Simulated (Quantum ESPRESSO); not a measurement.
# FeGe: orders under biaxial strain

Aim: follow moments and order energies of FeGe with biaxial strain.

Calculated with Quantum ESPRESSO 7.5; PBE; plane waves with GBRV 1.5 PBE potentials, no spin-orbit coupling.

This is a report of a sequence of runs, with most program output left out.

The database entry behind the starting cell differs from later determinations by our own check (about 0.2 % short), so it need not match the best structure at ambient conditions.

**1. Set-up**

It takes space group P2_13 (No. 198, cubic). Conventional cell: a = 4.689 Å, b = 4.689 Å, c = 4.689 Å, α = 90.00°, β = 90.00°, γ = 90.00°. Nearest to Fe lie 7 Ge at 2.38 to 2.64 Å. Ge has 7 Fe at 2.38 to 2.64 Å nearest. Farther neighbours are not listed.

As a file:

```cif
data_structure
_symmetry_space_group_name_H-M 'P 1'
_symmetry_Int_Tables_number 1
_cell_length_a 4.6890
_cell_length_b 4.6890
_cell_length_c 4.6890
_cell_angle_alpha 90.000
_cell_angle_beta 90.000
_cell_angle_gamma 90.000
_cell_volume 103.10
loop_
_atom_site_label
_atom_site_type_symbol
_atom_site_fract_x
_atom_site_fract_y
_atom_site_fract_z
_atom_site_occupancy
Fe1 Fe 0.13500 0.13500 0.13500 1
Fe2 Fe 0.36500 0.86500 0.63500 1
Fe3 Fe 0.63500 0.36500 0.86500 1
Fe4 Fe 0.86500 0.63500 0.36500 1
Ge5 Ge 0.84200 0.84200 0.84200 1
Ge6 Ge 0.65800 0.15800 0.34200 1
Ge7 Ge 0.34200 0.65800 0.15800 1
Ge8 Ge 0.15800 0.34200 0.65800 1
```

The cell comes from the Crystallography Open Database.

**2. Biaxial 0.96, ferro ++++**

Lengths in the Cartesian xy plane scale by the factor; z is kept. Atoms keep their fractional places. Seeded atoms are those given a starting moment.

The input, pw.in:

```
&CONTROL
  calculation = 'scf'
  prefix = 'pwscf'
  outdir = './tmp'
  pseudo_dir = './pseudo'
  disk_io = 'nowf'
  tprnfor = .true.
  tstress = .true.
/
&SYSTEM
  ibrav = 0
  celldm(1) = 8
  nat = 8
  ntyp = 2
  ecutwfc = 40
  ecutrho = 280
  nbnd = 80
  occupations = 'smearing'
  smearing = 'fd'
  degauss = 0.00367493
  nspin = 2
  starting_magnetization(1) = 0.175
  starting_magnetization(2) = 0
/
&ELECTRONS
  conv_thr = 1.6d-08
  electron_maxstep = 150
  mixing_beta = 0.3
/
ATOMIC_SPECIES
Fe     55.8450 fe_pbe_v1.5.uspp.F.UPF
Ge     72.6300 ge_pbe_v1.4.uspp.F.UPF
CELL_PARAMETERS alat
   1.0633110958044    0.0000000000000    0.0000000000000
   0.0000000000000    1.0633110958044    0.0000000000000
   0.0000000000000    0.0000000000000    1.1076157247963
ATOMIC_POSITIONS crystal
Fe      0.1350000000    0.1350000000    0.1350000000
Fe      0.3650000000    0.8650000000    0.6350000000
Fe      0.6350000000    0.3650000000    0.8650000000
Fe      0.8650000000    0.6350000000    0.3650000000
Ge      0.8420000000    0.8420000000    0.8420000000
Ge      0.6580000000    0.1580000000    0.3420000000
Ge      0.3420000000    0.6580000000    0.1580000000
Ge      0.1580000000    0.3420000000    0.6580000000
K_POINTS automatic
6 6 6 0 0 0
```

Command:

```sh
$ OMP_NUM_THREADS=1 mpirun -n 4 pw.x -nk 4 -in pw.in > pw.out
```

The job ended after 2.7 min (4 MPI ranks of Arm Neoverse V2, shared host; peak memory 0.83 GiB).

Spin moment in the atom's sphere by atom:

```
atom  spin moment in the atom's sphere (μB)
 Fe1                                   1.09
 Fe2                                   1.09
 Fe3                                   1.09
 Fe4                                   1.09
 Ge5                                  -0.05
 Ge6                                  -0.05
 Ge7                                  -0.05
 Ge8                                  -0.05
```

Numbers from this step:

```yaml
smearing_term_ts: 0.05076 eV
pressure: 13.45 GPa
magnetization: 4.003 μB
absolute_magnetization: 4.912 μB
final_state: ferromagnetic
```

**3. Biaxial 0.96, antiferro ++--**

Changes to pw.in since step 2:

```diff
@@ -13,6 +13,6 @@
   nat = 8
-  ntyp = 2
+  ntyp = 3
   ecutwfc = 40
   ecutrho = 280
-  nbnd = 80
+  nbnd = 74
   occupations = 'smearing'
@@ -22,3 +22,4 @@
   starting_magnetization(1) = 0.175
-  starting_magnetization(2) = 0
+  starting_magnetization(2) = -0.175
+  starting_magnetization(3) = 0
 /
@@ -30,3 +31,4 @@
 ATOMIC_SPECIES
-Fe     55.8450 fe_pbe_v1.5.uspp.F.UPF
+Fe1    55.8450 fe_pbe_v1.5.uspp.F.UPF
+Fe2    55.8450 fe_pbe_v1.5.uspp.F.UPF
 Ge     72.6300 ge_pbe_v1.4.uspp.F.UPF
@@ -37,6 +39,6 @@
 ATOMIC_POSITIONS crystal
-Fe      0.1350000000    0.1350000000    0.1350000000
-Fe      0.3650000000    0.8650000000    0.6350000000
-Fe      0.6350000000    0.3650000000    0.8650000000
-Fe      0.8650000000    0.6350000000    0.3650000000
+Fe1     0.1350000000    0.1350000000    0.1350000000
+Fe1     0.3650000000    0.8650000000    0.6350000000
+Fe2     0.6350000000    0.3650000000    0.8650000000
+Fe2     0.8650000000    0.6350000000    0.3650000000
 Ge      0.8420000000    0.8420000000    0.8420000000
```

Wall time 5.8 min (4 MPI ranks); peak memory 0.96 GiB; 23 min of CPU time.

Spin moment in the atom's sphere by atom:

```
atom  spin moment in the atom's sphere (μB)
 Fe1                                 0.0014
 Fe2                                 0.0014
 Fe3                                 0.0010
 Fe4                                 0.0010
 Ge5                                -0.0001
 Ge6                                -0.0001
 Ge7                                -0.0001
 Ge8                                -0.0001
```

Read from the output:

* smearing term TS: 0.06100 eV
* pressure: 10.35 GPa
* magnetization: 0 μB
* absolute magnetization: 0.006 μB
* final state: non-magnetic

**4. Biaxial 0.96, no spin polarisation**

The input, pw.in:

```
&CONTROL
  calculation = 'scf'
  prefix = 'pwscf'
  outdir = './tmp'
  pseudo_dir = './pseudo'
  disk_io = 'nowf'
  tprnfor = .true.
  tstress = .true.
/
&SYSTEM
  ibrav = 0
  celldm(1) = 8
  nat = 8
  ntyp = 2
  ecutwfc = 40
  ecutrho = 280
  nbnd = 74
  occupations = 'smearing'
  smearing = 'fd'
  degauss = 0.00367493
/
&ELECTRONS
  conv_thr = 1.6d-08
  electron_maxstep = 150
  mixing_beta = 0.3
/
ATOMIC_SPECIES
Fe     55.8450 fe_pbe_v1.5.uspp.F.UPF
Ge     72.6300 ge_pbe_v1.4.uspp.F.UPF
CELL_PARAMETERS alat
   1.0633110958044    0.0000000000000    0.0000000000000
   0.0000000000000    1.0633110958044    0.0000000000000
   0.0000000000000    0.0000000000000    1.1076157247963
ATOMIC_POSITIONS crystal
Fe      0.1350000000    0.1350000000    0.1350000000
Fe      0.3650000000    0.8650000000    0.6350000000
Fe      0.6350000000    0.3650000000    0.8650000000
Fe      0.8650000000    0.6350000000    0.3650000000
Ge      0.8420000000    0.8420000000    0.8420000000
Ge      0.6580000000    0.1580000000    0.3420000000
Ge      0.3420000000    0.6580000000    0.1580000000
Ge      0.1580000000    0.3420000000    0.6580000000
K_POINTS automatic
6 6 6 0 0 0
```

It took 67 s on 4 MPI ranks; peak memory 0.65 GiB; 4.4 min of CPU time.

Numbers from this step:

```
smearing term TS : 0.06101 eV
pressure         : 10.49 GPa
final state      : non-magnetic (no spin polarisation)
```

**5. Biaxial 1.04, ferro ++++**

Changes to pw.in since step 4:

```diff
@@ -16,3 +16,3 @@
   ecutrho = 280
-  nbnd = 74
+  nbnd = 80
   occupations = 'smearing'
@@ -20,2 +20,5 @@
   degauss = 0.00367493
+  nspin = 2
+  starting_magnetization(1) = 0.175
+  starting_magnetization(2) = 0
 /
@@ -30,4 +33,4 @@
 CELL_PARAMETERS alat
-   1.0633110958044    0.0000000000000    0.0000000000000
-   0.0000000000000    1.0633110958044    0.0000000000000
+   1.1519203537881    0.0000000000000    0.0000000000000
+   0.0000000000000    1.1519203537881    0.0000000000000
    0.0000000000000    0.0000000000000    1.1076157247963
```

Run time: 3.4 min. Hardware: 4 MPI ranks; peak memory 1.1 GiB.

This step gave:

| Item | Value |
| --- | --- |
| smearing term TS | 0.07031 eV |
| pressure | -9.962 GPa |
| magnetization | 5.915 μB |
| absolute magnetization | 7.523 μB |
| final state | ferromagnetic |
| largest moment | 1.655 μB |

**6. A faulty input**

As a test, an input with a fault in it is run.

Changes to pw.in since step 5:

```diff
@@ -11,3 +11,2 @@
   ibrav = 0
-  celldm(1) = 8
   nat = 8
@@ -21,2 +20,3 @@
   nspin = 2
+  tot_magnetization = 400
   starting_magnetization(1) = 0.175
@@ -26,3 +26,3 @@
   conv_thr = 1.6d-08
-  electron_maxstep = 150
+  electron_maxstep = 50
   mixing_beta = 0.3
@@ -32,6 +32,6 @@
 Ge     72.6300 ge_pbe_v1.4.uspp.F.UPF
-CELL_PARAMETERS alat
-   1.1519203537881    0.0000000000000    0.0000000000000
-   0.0000000000000    1.1519203537881    0.0000000000000
-   0.0000000000000    0.0000000000000    1.1076157247963
+CELL_PARAMETERS angstrom
+   4.6890000000    0.0000000000    0.0000000000
+   0.0000000000    4.6890000000    0.0000000000
+   0.0000000000    0.0000000000    4.6890000000
 ATOMIC_POSITIONS crystal
```

It took 0.62 s on 4 MPI ranks; peak memory 0.05 GiB.

The input was rejected at the start.

The program's message: “setup (1): too few spin up bands”

The fault put into the input: tot_magnetization larger than the electron count.

**7. All points**

The runs not shown differ from these in the moved quantity alone.

States, by row:

```
biaxial     ferro ++++     antiferro ++--  no spin polarisation
   0.96  ferromagnetic       non-magnetic          non-magnetic
   0.98  ferromagnetic  antiferromagnetic          non-magnetic
      1  ferromagnetic  antiferromagnetic          non-magnetic
   1.02  ferromagnetic  antiferromagnetic          non-magnetic
   1.04  ferromagnetic  antiferromagnetic          non-magnetic
```

Table of largest site moment by biaxial:

```
biaxial (factor)  ferro ++++ (μB)  antiferro ++-- (μB)
          0.9600             1.09              0.00144
          0.9800             1.14                0.407
          1.0000             1.22                 1.06
          1.0200             1.39                 1.43
          1.0400             1.65                 1.70
```

The energy less that of the parallel start by biaxial; values in meV a seeded atom:

```
biaxial (factor)  antiferro ++--  no spin polarisation
          0.9600            30.0                  29.9
          0.9800            48.1                  48.6
          1.0000            53.9                  68.5
          1.0200            45.3                  92.1
          1.0400            33.5                   124
```

Energy over the lowest against biaxial; values in meV an atom:

```
biaxial (factor)  ferro ++++  antiferro ++--  no spin polarisation
          0.9600        37.2            52.2                  52.1
          0.9800        4.10            28.2                  28.4
          1.0000           0            26.9                  34.3
          1.0200        18.1            40.7                  64.1
          1.0400        51.2            68.0                   113
```

**8. Results**

```json
{
 "moment, parallel start": "1.09 to 1.65 μB",
 "states met from these starts": "antiferromagnetic, ferromagnetic and non-magnetic"
}
```

**Reading.** The moment of the parallel start goes from 1.09 μB at 0.96 to 1.65 μB at 1.04. The net moment of the cell goes from 4.00 to 5.92 μB. The radius of the spheres follows the nearest distance, so part of the change of the site moments is the spheres'. Some or all runs of the second start lost their moments or typed signs, and their energies are those of the state reached. The largest moment of the start antiferro ++-- lies between 0.00144 and 1.70 μB. The start antiferro ++-- lies over the parallel one at every finished point, by 30.0 to 53.9 meV a seeded atom.

[Logs and program files are shortened in this print: banners, set-up blocks, solver, clock and traceback lines can be left out without a mark of their own.]

[Logs are printed without paths, hosts, clocks, repeated set-up lines and the standing remarks that a program may print on its own settings, such as how far it seeks lower states.]

[Hosts, paths, dates, database ids (printed as entryN), source tags and the programs' standing remarks are cut or masked in the printed files.]

[Where a cell is said to come from a database of computed structures, the database is the Materials Project.]
